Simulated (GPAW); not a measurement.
Crystal: Ge.

```
CELL_PARAMETERS angstrom
1.48805 -2.59469 0.00000
1.48805 2.59469 0.00000
0.00000 0.00000 4.72760
ATOMIC_POSITIONS crystal
Ge 0.33345 0.66655 0.25000
Ge 0.66655 0.33345 0.75000
```

This isn't the form of Ge at room conditions, which is diamond.

* Program: GPAW 26.7.0
* Task: single point
* Functional: PBEsol
* Potentials or basis: PAW data sets generated in the run's folder for this functional
* Cutoff: 600 eV
* Basis: pw
* k mesh: 10 × 10 × 6
* Occupations: fermi-dirac, width 0.05 eV
* Spin: no spin polarisation

On this cell: pressure 0.2 GPa; largest force under 0.003 eV/Å; band gap on the k mesh none (metal or under the smearing width).

The same run follows on a disturbed copy (atoms moved at random, drawn with an rms of 0.05 Å):

```
CELL_PARAMETERS angstrom
1.48805 -2.59469 0.00000
1.48805 2.59469 0.00000
0.00000 0.00000 4.72760
ATOMIC_POSITIONS crystal
Ge 0.32710 0.67936 0.25322
Ge 0.67910 0.33589 0.74526
```

Question: What changes?

Answer: The energy (extrapolated to zero smearing) moves by -0.0 meV/atom; pressure 0.2 GPa; largest force 0.025 eV/Å; band gap on the k mesh none (metal or under the smearing width).

Forces on the atoms (eV/Å):
```
Ge   0.000 -0.012 -0.021
Ge   0.000  0.012  0.021
```

Stress tensor (GPa, compression positive):
```
-0.50  0.02 -0.03
 0.02 -0.71  0.06
-0.03  0.06  1.91
```
